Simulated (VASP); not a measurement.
# Sb (P-1) in VASP: electric field gradients with PBE

Aim: the electric field gradients of Sb with PBE.

All numbers are computed with VASP 6.6.1; they aren't measurements. Logs are shortened: lines on timing, memory, paths and dates and some standing lists are left out, and cuts for length are marked.

### 1 The cell of the first run

The typed cell holds 2 atoms: a = 3.369 Å, b = 3.340 Å, c = 5.331 Å, α = 89.57°, β = 88.85°, γ = 119.13°.

This isn't the form of Sb at room conditions, which is rhombohedral.

### 2 Electric field gradients, PBE (equal xy, yz and zx shear strains of +2 %, crystal datasets)

File INCAR:

```
  ALGO = Fast
  EDIFF = 1E-8
  ENCUT = 520
  GGA = PE
  ISIF = 2
  ISMEAR = -1
  LASPH = True
  LCHARG = False
  LEFG = True
  LREAL = False
  LWAVE = False
  NBANDS = 12
  NELM = 100
  PREC = Accurate
  SIGMA = 0.05
```

File KPOINTS:

```
k-points
0
Gamma
  12 12 7
```

File POSCAR:

```
Sb
1.0
    3.3690001795      0.0336900018      0.0336900018
   -1.6553236924      2.9007947399      0.0123313965
    0.0533000000      0.0533000000      5.3300000000
Sb
2
Direct
    0.3333333333      0.6666666667      0.2500000000
    0.6666666667      0.3333333333      0.7500000000
```

Potentials or basis: VASP PAW PBE potentials, release 64 (Sb).

Launch:

```sh
cat potpaw_PBE.64/Sb/POTCAR > POTCAR
mpirun -np 1 vasp_std > vasp.out
```

OUTCAR:

```text
EDIFF = 1E-8
   ENCUT = 520
   GGA = PE
   ISIF = 2
   ISMEAR = -1
   LASPH = True
   LREAL = False
   NELM = 100
   PREC = Accurate

 ion  position               nearest neighbor table
   1  0.333  0.667  0.250-   2 3.27   2 3.27   2 3.28   2 3.30   2 3.33   2 3.35
   2  0.667  0.333  0.750-   1 3.27   1 3.27   1 3.28   1 3.30   1 3.33   1 3.35

  LATTYP: Found a triclinic cell.
 ALAT       =     3.3985299426
 B/A-ratio  =     2.3022959729
 C/A-ratio  =     0.9914101448
 COS(alpha) =     0.0012978725
 COS(beta)  =     0.5129592076
 COS(gamma) =     0.6292672791

  Lattice vectors:

 A1 = (  -1.7136764871,  -2.9344847417,  -0.0460213983)
 A2 = (  -0.0050527947,  -5.7819794816,   5.2716472052)
 A3 = (  -3.3690001795,  -0.0336900018,  -0.0336900018)

Analysis of symmetry for initial positions (statically):
=====================================================================
 Subroutine PRICEL returns:
 Original cell was already a primitive cell.

 Routine SETGRP: Setting up the symmetry group for a
 triclinic supercell.

 Subroutine GETGRP returns: Found  2 space group operations
 (whereof  2 operations were pure point group operations)
 out of a pool of  2 trial point group operations.

The static configuration has the point symmetry S_2 .

Analysis of symmetry for dynamics (positions and initial velocities):
=====================================================================
 Subroutine PRICEL returns:
 Original cell was already a primitive cell.

 Routine SETGRP: Setting up the symmetry group for a
 triclinic supercell.

 Subroutine GETGRP returns: Found  2 space group operations
 (whereof  2 operations were pure point group operations)
 out of a pool of  2 trial point group operations.

The dynamic configuration has the point symmetry S_2 .

 Subroutine INISYM returns: Found  2 space group operations
 (whereof  2 operations are pure point group operations),
 and found     1 'primitive' translations

----------------------------------------------------------------------------------------

                                     Primitive cell

  volume of cell :      52.3758

  direct lattice vectors                    reciprocal lattice vectors
     3.369000179  0.033690002  0.033690002     0.295185674  0.168465906 -0.004636516
    -1.655323692  2.900794740  0.012331396    -0.003394165  0.342810678 -0.003394165
     0.053300000  0.053300000  5.330000000    -0.001857965 -0.001857965  0.187654420

  length of vectors
     3.369337063  3.339889027  5.330532973     0.339907106  0.342844282  0.187672815

  position of ions in fractional coordinates (direct lattice)
     0.333333333  0.666666667  0.250000000
     0.666666667  0.333333333  0.750000000

  ion indices of the primitive-cell ions
   primitive index   ion index
                 1           1
                 2           2

----------------------------------------------------------------------------------------

 KPOINTS: k-points

Automatic generation of k-mesh.
 Grid dimensions read from file:
 generate k-points for:   12   12    7

 Generating k-lattice:

  Cartesian coordinates                     Fractional coordinates (reciprocal lattice)
     0.024598806  0.014038826 -0.000386376     0.083333333  0.000000000 -0.000000000
    -0.000282847  0.028567557 -0.000282847    -0.000000000  0.083333333  0.000000000
    -0.000265424 -0.000265424  0.026807774    -0.000000000  0.000000000  0.142857143

  Length of vectors
     0.028325592  0.028570357  0.026810402

  Shift w.r.t. Gamma in fractional coordinates (k-lattice)
     0.000000000  0.000000000  0.000000000

 Subroutine IBZKPT returns following result:
 ===========================================

 Found    506 irreducible k-points:

[... 35 lines left out ...]
 SYSTEM =  unknown system
   PREC   = accura    normal or accurate (medium, high low for compatibility)
   ISTART =      0    job   : 0-new  1-cont  2-samecut
   ICHARG =      2    charge: 1-file 2-atom 10-const
   ISPIN  =      1    spin polarized calculation?
   LNONCOLLINEAR =      F non collinear calculations
   LSORBIT =      F    spin-orbit coupling
   LASPH  =      T    aspherical Exc in radial PAW
   ENCUT  =  520.0 eV  38.22 Ry    6.18 a.u.   6.26  6.21  9.91*2*pi/ulx,y,z
   NELM   =    100;   NELMIN=  2; NELMDL= -5     # of ELM steps
   EDIFF  = 0.1E-07   stopping-criterion for ELM
   LREAL  =      F    real-space projection
   EDIFFG = 0.1E-06   stopping-criterion for IOM
   NSW    =      0    number of steps for IOM
   IBRION =     -1    ionic relax: 0-MD 1-quasi-New 2-CG
   NFREE  =      0    steps in history (QN), initial steepest desc. (CG)
   ISIF   =      2    stress and relaxation
   ISYM   =      2    0-nonsym 1-usesym 2-fastsym
   POTIM  = 0.5000    time-step for ionic-motion
   TEBEG  =    0.0;   TEEND  =   0.0 temperature during run
   PSTRESS=    0.0 pullay stress
   NELECT =      10.0000    total number of electrons
   NUPDOWN=      -1.0000    fix difference up-down
   EMIN   =  10.00;   EMAX   =-10.00  energy-range for DOS
   EFERMI =   0.00;   METHOD = LEGACY
   ISMEAR =    -1;   SIGMA  =   0.05  broadening in eV -4-tet -1-fermi 0-gaus
   EFERMI_NEDOS =   21; number of points for ismear=-14 and -15
   IALGO  =     68    algorithm
   IMIX   =      4    mixing-type and parameters
     AMIX     =   0.40;   BMIX     =  1.00
     AMIX_MAG =   1.60;   BMIX_MAG =  1.00
  volume/ion in A,a.u.               =      26.19       176.72
  Fermi-wavevector in a.u.,A,eV,Ry     =   0.942681  1.781408 12.090778  0.888647
  Thomas-Fermi vector in A             =   2.070314
   LORBIT       =      0    0 simple, 1 ext, 2 COOP (PROOUT), +10 PAW based schemes
   GGA     = PE    functional components
   LHFCALC =     F    Hartree Fock is set to
   AEXX    =    0.0000 exact exchange contribution
   IVDW    =     0    specifies the selected vdW correction
   LEPSILON=     F    determine dielectric tensor
   LRPA    =     F    only Hartree local field effects (RPA)
 non-spin polarized calculation
 RMM-DIIS sequential band-by-band and
  energy-cutoff  :      520.00
  volume of cell :       52.38
 maximum number of plane-waves:      1429
 NGX is ok and might be reduce to    28
   NGX = 13   NGY = 13   NGZ = 19

 number of electron      10.0000000 magnetization

 Free energy of the ion-electron system (eV)
  ---------------------------------------------------
  ext. energy  EPLUGINS =         0.00000000
  ---------------------------------------------------
  free energy    TOTEN  =        -7.70840353 eV

  energy without entropy =       -7.69747293  energy(sigma->0) =       -7.70293823

 E-fermi :   8.9285     XC(G=0): -10.3527

 val. band max:        8.9232218101   @ k =   0.3333  -0.2500   0.4286
 cond. band min:       8.9391981965   @ k =   0.2500   0.0000   0.4286
 fundamental gap:      0.0159763864
 Fermi energy:         8.9284829711

 k-point     1 :       0.0000    0.0000    0.0000
  band No.  band energies     occupation
      1      -4.2590      2.00000
      2      -0.0246      2.00000
      3       2.9517      2.00000
      4      12.1122      0.00000
      5      12.3531      0.00000
      6      13.8794      0.00000
      7      14.1604      0.00000
      8      14.9755      0.00000
      9      16.3249      0.00000
     10      17.7323      0.00000
     11      18.5856      0.00000
     12      18.9784      0.00000
[... 331 lines left out ...]
 k-point    24 :       0.3333    0.1667    0.0000
  band No.  band energies     occupation
      1      -1.1171      2.00000
      2       1.2898      2.00000
      3       4.7515      2.00000
      4       6.1560      2.00000
      5       6.4954      2.00000
      6       7.7971      2.00000
      7       9.5383      0.00001
      8      10.6401      0.00000
      9      14.0953      0.00000
     10      16.5305      0.00000
     11      20.4615      0.00000
     12      20.5332      0.00000

 [... further k-points ...]

------------------------ aborting loop because EDIFF is reached ----------------------------------------

  FORCE on cell =-STRESS in cart. coord.  units (eV):
  Direction    XX          YY          ZZ          XY          YZ          ZX
  --------------------------------------------------------------------------------------
  -------------------------------------------------------------------------------------
  Total        1.0398560      1.0675567      0.7352386      0.0699786     -0.0534421     -0.0524390
  in kB       31.8092403     32.6566080     22.4909815      2.1406487     -1.6347969     -1.6041118
  external PRESSURE =      28.9856099 kB  Pullay stress =       0.0000000 kB

 VOLUME and BASIS-vectors are now :
 -----------------------------------------------------------------------------
  energy-cutoff  :      520.00
  volume of cell :       52.38
      direct lattice vectors                 reciprocal lattice vectors
     3.369000179  0.033690002  0.033690002     0.295185674  0.168465906 -0.004636516
    -1.655323692  2.900794740  0.012331396    -0.003394165  0.342810678 -0.003394165
     0.053300000  0.053300000  5.330000000    -0.001857965 -0.001857965  0.187654420

 POSITION                                       TOTAL-FORCE (eV/Angst)
 -----------------------------------------------------------------------------------
      0.03278      1.95842      1.35195        -0.026617     -0.003132     -0.004808
      1.73420      1.02937      4.02407         0.026617      0.003132      0.004808
 -----------------------------------------------------------------------------------
    total drift:                                0.000000     -0.000000     -0.000000

  FREE ENERGIE OF THE ION-ELECTRON SYSTEM (eV)
  ---------------------------------------------------
  free  energy   TOTEN  =        -7.7084035268 eV

  energy  without entropy=       -7.6974729299  energy(sigma->0) =       -7.70293823

 Electric field gradients (V/A^2)
---------------------------------------------------------------------
 ion       V_xx      V_yy      V_zz      V_xy      V_xz      V_yz
---------------------------------------------------------------------
   1     -10.548   -10.711    21.259    -6.085    -0.740    -0.261
   2     -10.548   -10.711    21.259    -6.085    -0.740    -0.261
---------------------------------------------------------------------

 Electric field gradients after diagonalization (V/A^2)
 (convention: |V_zz| > |V_xx| > |V_yy|)
----------------------------------------------------------------------
 ion       V_xx      V_yy      V_zz     asymmetry (V_yy - V_xx)/ V_zz
----------------------------------------------------------------------
   1     -16.728    -4.549    21.277       0.572
   2     -16.728    -4.549    21.277       0.572
----------------------------------------------------------------------

           NMR quadrupolar parameters

 Cq : quadrupolar parameter    Cq=e*Q*V_zz/h
 eta: asymmetry parameters     (V_yy - V_xx)/ V_zz
 Q  : nuclear electric quadrupole moment in mb (millibarn)
----------------------------------------------------------------------
 ion       Cq(MHz)       eta       Q (mb)
----------------------------------------------------------------------
   1       0.051       0.572       1.000
   2       0.051       0.572       1.000
----------------------------------------------------------------------
```

It took 2.5 min on 1 thread of Intel Xeon 6975P-C (Granite Rapids), shared host; peak memory 0.39 GiB.

Results:

```
Free energy            : -7.7084 eV
Pressure               : 2.9 GPa
Largest force          : 0.027 eV/Å
Band gap on the k mesh : none (metal or under the smearing width)
```

Forces on the atoms (eV/Å):
```
Sb  -0.027 -0.003 -0.005
Sb   0.027  0.003  0.005
```

Stress tensor (GPa, compression positive):
```
 3.18  0.21 -0.16
 0.21  3.27 -0.16
-0.16 -0.16  2.25
```

Levels at points of the mesh, in eV from the Fermi level:
| k point | band 2 | band 3 | band 4 | band 5 | band 6 | band 7 | band 8 | band 9 |
| --- | --- | --- | --- | --- | --- | --- | --- | --- |
| (0.00, 0.00, 0.00) | -8.95 | -5.98 | 3.18 | 3.42 | 4.95 | 5.23 | 6.05 | 7.40 |
| (0.50, 0.00, 0.00) | -8.29 | -4.29 | -3.02 | -2.43 | -0.23 | 0.30 | 3.98 | 4.37 |
| (0.00, 0.50, 0.00) | -8.23 | -4.26 | -2.97 | -2.38 | -0.21 | 0.10 | 3.75 | 4.20 |
| (0.50, 0.50, 0.00) | -8.17 | -4.23 | -2.91 | -2.33 | -0.19 | -0.10 | 3.53 | 4.04 |

Electric field gradients, principal values (V/Å²):
```
atom     Vxx      Vyy     Vzz
1 Sb  -4.549  -16.728  21.277
2 Sb  -4.549  -16.728  21.277
```

The run has no spin-orbit coupling, so splittings on Sb are missing.
